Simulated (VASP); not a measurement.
# PbSe: single point with PBEsol+D3(BJ)

**The experiment to reproduce.**

A printed reference work, monograph reports, for a bulk crystal of PbSe at 4.2 K: band gap 0.15 eV (direct).

PbSe:

```
Pb Se
1.0
     0.00000    3.01506    3.01506
     3.01506    0.00000    3.01506
     3.01506    3.01506    0.00000
Pb Se
1 1
Direct
  0.00000 0.00000 0.00000
  0.50000 0.50000 0.50000
```

```yaml
Program: VASP 6.6.1
Task: single point
Functional: PBEsol
Dispersion: D3(BJ)
Potentials_or_basis: VASP PAW PBE potentials, release 64 (Pb_d, Se)
Cutoff: 520 eV
k_mesh: 8 × 8 × 8
Occupations: fermi-dirac, width 0.05 eV
Spin: no spin polarisation
Dipole_correction: no
Further_INCAR_settings: ALGO = Normal; EDIFF = 1e-07; NBANDS = 17
```

| Quantity | Value |
| --- | --- |
| Pressure | -0.2 GPa |
| Band gap on the k mesh | 0.04 eV |
| Dispersion energy per atom | -0.375 eV |

Levels at points of the mesh, in eV from the valence-band top:
```tsv
k point	band 6	band 7	band 8	band 9	band 10	band 11	band 12	band 13	band 14	band 15
(0.00, 0.00, 0.00)	-14.05	-6.30	-2.12	-2.12	-2.12	4.73	4.73	4.73	6.31	6.31
(0.50, 0.00, 0.00)	-12.86	-9.15	-1.68	-1.68	0.00	0.04	1.51	1.51	8.42	10.05
(0.50, 0.50, 0.00)	-12.41	-7.53	-5.45	-3.58	-3.58	3.34	5.71	5.71	6.16	11.36
```

It took 31 s on 1 thread of Intel(R) Xeon(R) Platinum 8488C (Sapphire Rapids), with other jobs on the host, peak memory 0.19 GiB.

Against the measured gap of PbSe, 0.15 eV (direct; 4.2 K; a printed reference work, monograph), the calculated 0.04 eV is off by -0.11 eV. 2 values of this kind are on record (0.15 to 0.28 eV); this one was drawn at random. Spin-orbit coupling on Pb, Se is left out. The value is that of PBEsol+D3(BJ) on a finite k mesh, which can miss the band edges, without temperature or zero-point motion. Semilocal functionals fall short of measured gaps as a rule.

Caveat: three body term missing; the PAW data sets were made with another functional, which shifts forces and pressure a little; spin-orbit coupling is left out, which moves the levels of the heavy elements.
